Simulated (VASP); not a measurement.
# S (Fm-3m) in VASP: notebook, part 2 of 2

VASP 6.6.1.

### 5 Relaxation of cell and atoms, PBE, target pressure 2.3 GPa, at which the enthalpy is minimised

This run uses another cell than the first one: it holds 2 atoms, not 1.

File INCAR:

```
SYSTEM = S
ALGO = Normal
EDIFF = 1E-6
EDIFFG = -0.005
ENCUT = 600
GGA = PE
IBRION = 2
ISIF = 3
ISMEAR = -1
LASPH = .True.
LCHARG = .False.
LREAL = .False.
LWAVE = .False.
NELM = 100
NSW = 32
PREC = Accurate
PSTRESS = 23.0
SIGMA = 0.08
```

File KPOINTS:

```
k-points
0
Gamma
  15 15 8
  0 0 0
```

File POSCAR:

```
S
1.0
    3.2990763799      0.0000000000      0.0000000000
   -1.6495381899      2.8570839540      0.0000000000
    0.0000000000      0.0000000000      3.5024431011
S
2
Direct
    0.3333333333      0.6666666667      0.2500000000
    0.6666666667      0.3333333333      0.7500000000
```

Potentials or basis: VASP PAW PBE potentials, release 64 (S).

On the command line:

```
> cat potpaw_PBE.64/S/POTCAR > POTCAR
> mpirun -np 1 vasp_std > vasp.out
```

OUTCAR:

```text
SYSTEM = S
   EDIFF = 1E-6
   EDIFFG = -0.005
   ENCUT = 600
   GGA = PE
   IBRION = 2
   ISIF = 3
   ISMEAR = -1
   LASPH = .True.
   LREAL = .False.
   NELM = 100
   NSW = 32
   PREC = Accurate
   PSTRESS = 23.0

 ion  position               nearest neighbor table
   1  0.333  0.667  0.250-   2 2.59   2 2.59   2 2.59   2 2.59   2 2.59   2 2.59
   2  0.667  0.333  0.750-   1 2.59   1 2.59   1 2.59   1 2.59   1 2.59   1 2.59

  LATTYP: Found a hexagonal cell.
 ALAT       =     3.2990763799
 C/A-ratio  =     1.0616435322

  Lattice vectors:

 A1 = (   3.2990763799,   0.0000000000,   0.0000000000)
 A2 = (  -1.6495381899,   2.8570839540,   0.0000000000)
 A3 = (   0.0000000000,   0.0000000000,   3.5024431011)

Analysis of symmetry for initial positions (statically):
=====================================================================
 Subroutine PRICEL returns:
 Original cell was already a primitive cell.

 Routine SETGRP: Setting up the symmetry group for a
 hexagonal supercell.

 Subroutine GETGRP returns: Found 24 space group operations
 (whereof 12 operations were pure point group operations)
 out of a pool of 24 trial point group operations.

The static configuration has the point symmetry D_3d.
 The point group associated with its full space group is D_6h.

Analysis of symmetry for dynamics (positions and initial velocities):
=====================================================================
 Subroutine PRICEL returns:
 Original cell was already a primitive cell.

 Routine SETGRP: Setting up the symmetry group for a
 hexagonal supercell.

 Subroutine GETGRP returns: Found 24 space group operations
 (whereof 12 operations were pure point group operations)
 out of a pool of 24 trial point group operations.

The dynamic configuration has the point symmetry D_3d.
 The point group associated with its full space group is D_6h.

 Subroutine INISYM returns: Found 24 space group operations
 (whereof 12 operations are pure point group operations),
 and found     1 'primitive' translations

----------------------------------------------------------------------------------------

                                     Primitive cell

  volume of cell :      33.0131

  direct lattice vectors                    reciprocal lattice vectors
     3.299076380  0.000000000  0.000000000     0.303115140  0.175003608  0.000000000
    -1.649538190  2.857083954  0.000000000     0.000000000  0.350007216  0.000000000
     0.000000000  0.000000000  3.502443101     0.000000000  0.000000000  0.285514988

  length of vectors
     3.299076380  3.299076380  3.502443101     0.350007216  0.350007216  0.285514988

  position of ions in fractional coordinates (direct lattice)
     0.333333333  0.666666667  0.250000000
     0.666666667  0.333333333  0.750000000

  ion indices of the primitive-cell ions
   primitive index   ion index
                 1           1
                 2           2

----------------------------------------------------------------------------------------

 KPOINTS: k-points
[... 53 lines left out ...]
   dimension x,y,z NGX =    28 NGY =   28 NGZ =   28
   dimension x,y,z NGXF=    56 NGYF=   56 NGZF=   56
   ions per type =               2
   NGX,Y,Z   is equivalent  to a cutoff of  14.11, 14.11, 13.29 a.u.
   NGXF,Y,Z  is equivalent  to a cutoff of  28.22, 28.22, 26.58 a.u.
 SYSTEM =  S
   PREC   = accura    normal or accurate (medium, high low for compatibility)
   ISTART =      0    job   : 0-new  1-cont  2-samecut
   ICHARG =      2    charge: 1-file 2-atom 10-const
   ISPIN  =      1    spin polarized calculation?
   LNONCOLLINEAR =      F non collinear calculations
   LSORBIT =      F    spin-orbit coupling
   LASPH  =      T    aspherical Exc in radial PAW
   ENCUT  =  600.0 eV  44.10 Ry    6.64 a.u.   6.59  6.59  7.00*2*pi/ulx,y,z
   NELM   =    100;   NELMIN=  2; NELMDL= -5     # of ELM steps
   EDIFF  = 0.1E-05   stopping-criterion for ELM
   LREAL  =      F    real-space projection
   EDIFFG = -.5E-02   stopping-criterion for IOM
   NSW    =     32    number of steps for IOM
   IBRION =      2    ionic relax: 0-MD 1-quasi-New 2-CG
   NFREE  =      1    steps in history (QN), initial steepest desc. (CG)
   ISIF   =      3    stress and relaxation
   ISYM   =      2    0-nonsym 1-usesym 2-fastsym
   POTIM  = 0.5000    time-step for ionic-motion
   TEBEG  =    0.0;   TEEND  =   0.0 temperature during run
   PSTRESS=   23.0 pullay stress
   NELECT =      12.0000    total number of electrons
   NUPDOWN=      -1.0000    fix difference up-down
   EMIN   =  10.00;   EMAX   =-10.00  energy-range for DOS
   EFERMI =   0.00;   METHOD = LEGACY
   ISMEAR =    -1;   SIGMA  =   0.08  broadening in eV -4-tet -1-fermi 0-gaus
   EFERMI_NEDOS =   21; number of points for ismear=-14 and -15
   IALGO  =     38    algorithm
   IMIX   =      4    mixing-type and parameters
     AMIX     =   0.40;   BMIX     =  1.00
     AMIX_MAG =   1.60;   BMIX_MAG =  1.00
  volume/ion in A,a.u.               =      16.51       111.39
  Fermi-wavevector in a.u.,A,eV,Ry     =   1.168350  2.207862 18.572531  1.365043
  Thomas-Fermi vector in A             =   2.304838
   LORBIT       =      0    0 simple, 1 ext, 2 COOP (PROOUT), +10 PAW based schemes
   GGA     = PE    functional components
   LHFCALC =     F    Hartree Fock is set to
   AEXX    =    0.0000 exact exchange contribution
   IVDW    =     0    specifies the selected vdW correction
   LEPSILON=     F    determine dielectric tensor
   LRPA    =     F    only Hartree local field effects (RPA)
 conjugate gradient relaxation of ions
 non-spin polarized calculation
  energy-cutoff  :      600.00
  volume of cell :       33.01
 maximum number of plane-waves:      1142
 NGX is ok and might be reduce to    28

--------------------------------------- Ionic step        1  -------------------------------------------

 number of electron      12.0000000 magnetization

 Free energy of the ion-electron system (eV)
  ---------------------------------------------------
  ext. energy  EPLUGINS =         0.00000000
  ---------------------------------------------------
  free energy    TOTEN  =        -6.57041615 eV

  energy without entropy =       -6.54978353  energy(sigma->0) =       -6.56009984

------------------------ aborting loop because EDIFF is reached ----------------------------------------

  FORCE on cell =-STRESS in cart. coord.  units (eV):
  Direction    XX          YY          ZZ          XY          YZ          ZX
  --------------------------------------------------------------------------------------
  -------------------------------------------------------------------------------------
  Total        0.4574544      0.4574544      0.4481288      0.0000000      0.0000000      0.0000000
  in kB       22.2009697     22.2009697     21.7483834      0.0000000      0.0000000      0.0000000
  external PRESSURE =      -0.9498924 kB  Pullay stress =      23.0000000 kB
[... 63 lines left out ...]
--------------------------------------- Ionic step        3  -------------------------------------------

 number of electron      12.0000000 magnetization

 Free energy of the ion-electron system (eV)
  ---------------------------------------------------
  ext. energy  EPLUGINS =         0.00000000
  ---------------------------------------------------
  free energy    TOTEN  =        -6.56994372 eV

  energy without entropy =       -6.54932773  energy(sigma->0) =       -6.55963572

 E-fermi :   7.3047     XC(G=0): -10.8243

 val. band max:        7.3007071634   @ k =   0.0667  -0.0000   0.3750
 cond. band min:       7.3140423548   @ k =   0.3333   0.1333   0.2500
 fundamental gap:      0.0133351914
 Fermi energy:         7.3046638167

 k-point     1 :       0.0000    0.0000    0.0000
  band No.  band energies     occupation
      1      -9.7715      2.00000
      2      -1.7801      2.00000
      3       1.6454      2.00000
      4       4.7558      2.00000
      5       4.7558      2.00000
      6       8.1647      0.00004
      7       8.1647      0.00004
      8      11.1294      0.00000
      9      11.4403      0.00000
     10      16.5071      0.00000
[... 287 lines left out ...]
 k-point    24 :       0.4000    0.2000    0.0000
  band No.  band energies     occupation
      1      -6.7933      2.00000
      2      -5.3939      2.00000
      3       0.8935      2.00000
      4       4.4648      2.00000
      5       4.8832      2.00000
      6       5.9847      2.00000
      7       6.4909      1.99992
      8       9.0354      0.00000
      9      13.2203      0.00000
     10      14.5521      0.00000

 [... further k-points ...]

------------------------ aborting loop because EDIFF is reached ----------------------------------------

  FORCE on cell =-STRESS in cart. coord.  units (eV):
  Direction    XX          YY          ZZ          XY          YZ          ZX
  --------------------------------------------------------------------------------------
  -------------------------------------------------------------------------------------
  Total        0.4716024      0.4716024      0.4771277      0.0000000      0.0000000      0.0000000
  in kB       22.9109581     22.9109581     23.1793796      0.0000000      0.0000000      0.0000000
  external PRESSURE =       0.0004319 kB  Pullay stress =      23.0000000 kB
[... 21 lines left out ...]
  energy  without entropy=       -6.5493277256  energy(sigma->0) =       -6.55963572

  enthalpy is  TOTEN    =        -6.0965084269 eV   P V=        0.4734352958

 reached required accuracy - stopping structural energy minimisation
```

Wall time 2.7 min (1 thread of AMD EPYC 7R43 (Zen 3), shared host); peak memory 0.14 GiB.

Results:

```
Free energy                                            : -6.5699 eV
Relaxed volume                                         : 16.49 Å³/atom
Relaxed cell                                           : a = 3.298 Å, b = 3.298 Å, c = 3.501 Å, α = 90.00°, β = 90.00°, γ = 120.00°
Space group after relaxing (to 0.05 Å)                 : P6_3/mmc (No. 194)
Energy change on relaxing (the enthalpy is what falls) : +0.2 meV/atom
Ionic steps                                            : 3
Pressure after relaxing                                : 2.3 GPa
Band gap on the k mesh                                 : none (metal or under the smearing width)
```

Step by step:
| step | energy change (eV) | largest force (eV/Å) | pressure (GPa) | volume (Å³) |
| --- | --- | --- | --- | --- |
| 1 | 0.0000 | 0.0000 | 2.21 | 33.01 |
| 2 | 0.0007 | 0.0000 | 2.33 | 32.97 |
| 3 | 0.0005 | 0.0000 | 2.30 | 32.98 |

Final structure:
```
S
1.0
     3.29813    0.00000    0.00000
    -1.64907    2.85627    0.00000
     0.00000    0.00000    3.50087
S
2
Direct
  0.33333 0.66667 0.25000
  0.66667 0.33333 0.75000
```

Caveat: the cell is relaxed towards a set pressure, so the enthalpy falls and the energy may rise.

### 6 Summary

```csv
task,cell,k mesh,cutoff (eV),target pressure,gap on the mesh (eV),pressure (GPa)
single point,"Fm-3m, 15.46 Å³/atom",16 × 16 × 16,520,-,none,2.1
relaxation of cell and atoms,relaxed to 2.3 GPa,16 × 16 × 16,600,2.3 GPa,none,2.3
single point,"P6_3/mmc, 16.52 Å³/atom",15 × 15 × 8,520,-,none,2.1
relaxation of cell and atoms,relaxed to 2.3 GPa,15 × 15 × 8,600,2.3 GPa,none,2.3
```

Alike in all rows: level PBE; potentials or basis VASP PAW PBE potentials, release 64 (S); no spin polarisation; smearing fermi-dirac 0.08 eV.

Caveats: the cell is relaxed towards a set pressure, so the enthalpy falls and the energy may rise (some runs).

Absolute energies hang on the potentials; compare differences alone.
